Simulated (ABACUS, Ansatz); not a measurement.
This is a calculation of Te2Mo for Ansatz 0.2.0. Atoms were shifted at random by some hundredths of an Å from the given cell, which wasn't relaxed again for these runs. 

File input.yaml:

```yaml
crystal:
  lattice:
    - [6.3616090156, 0.0, 0.0]
    - [0.0, 3.48040306, 0.0]
    - [-0.0857412231, 0.0, 36.1758904685]
  atoms:
    - { symbol: Te, position: [0.43292, 0.751031, 0.540765] }
    - { symbol: Te, position: [0.574975, 0.257577, 0.459039] }
    - { symbol: Te, position: [0.917128, 0.251914, 0.556775] }
    - { symbol: Te, position: [0.07944, 0.737341, 0.443828] }
    - { symbol: Mo, position: [0.18413, 0.259748, 0.497469] }
    - { symbol: Mo, position: [0.817765, 0.750672, 0.501788] }
hamiltonian:
  xc: pbesol
  pseudopotentials: { kind: paw }
kpoints:
  mp_grid: { grid: [4, 8, 1] }
scf:
  occupations: { method: fermi_dirac, width: 0.05 }
output:
  forces: true
  stress: true
  eigenvalues: true
  write_density: true
  write_potential: true
  elf: true
  volumetric_format: npy
```

Potentials or basis: Ansatz PAW.

The run is started by

```console
$ ansatz run input.yaml --threads 1 --pin off --max-ram 3584MiB --backend cpu --events-out ev --progress --plain --runs-dir out
```

Q: What does the same run look like in ABACUS 3.10.1? Potentials or basis there: PseudoDojo NC SR 0.4.1 PBEsol standard, plane waves, cutoff 1129 eV.

A: As run (cutoffs and basis follow the program's own potentials, and thresholds, step limits or extra output files can differ):

Contents of INPUT:

```
INPUT_PARAMETERS
suffix              Te2Mo
calculation         scf
basis_type          pw
pseudo_dir          ./
symmetry            1
dft_functional      pbesol
ecutwfc             83
pseudo_rcut         7
nspin               1
nbands              56
ks_solver           dav
smearing_method     fd
smearing_sigma      0.00367493
scf_thr             1e-08
scf_nmax            100
mixing_type         broyden
mixing_beta         0.7
cal_force           1
cal_stress          1
kpar                4
```

STRU

```
ATOMIC_SPECIES
Te 127.6000 Te.upf
Mo 95.9500 Mo.upf

LATTICE_CONSTANT
1.8897261246

LATTICE_VECTORS
6.3616090156 0.0000000000 0.0000000000
0.0000000000 3.4804030600 0.0000000000
-0.0857412231 0.0000000000 36.1758904685

ATOMIC_POSITIONS
Direct

Te
0.0
4
0.4329200000 0.7510310000 0.5407650000 1 1 1
0.5749750000 0.2575770000 0.4590390000 1 1 1
0.9171280000 0.2519140000 0.5567750000 1 1 1
0.0794400000 0.7373410000 0.4438280000 1 1 1

Mo
0.0
2
0.1841300000 0.2597480000 0.4974690000 1 1 1
0.8177650000 0.7506720000 0.5017880000 1 1 1
```

Contents of KPT:

```
K_POINTS
0
Gamma
4 8 1 0 0 0
```

Potentials or basis: PseudoDojo NC SR 0.4.1 PBEsol standard, plane waves.

Launch:

```sh
$ OMP_NUM_THREADS=1 mpirun -np 4 abacus > log
```

Both were run:

|  | Ansatz | ABACUS |
| --- | --- | --- |
| Largest force | 0.638 eV/Å | 0.637 eV/Å |
| Energy over the undisturbed cell | 6.5 meV/atom | 6.5 meV/atom |

Ansatz's potentials were made for PBE.

Where Ansatz's input types no cutoff or centring, it takes its own default and a Γ-centred mesh.
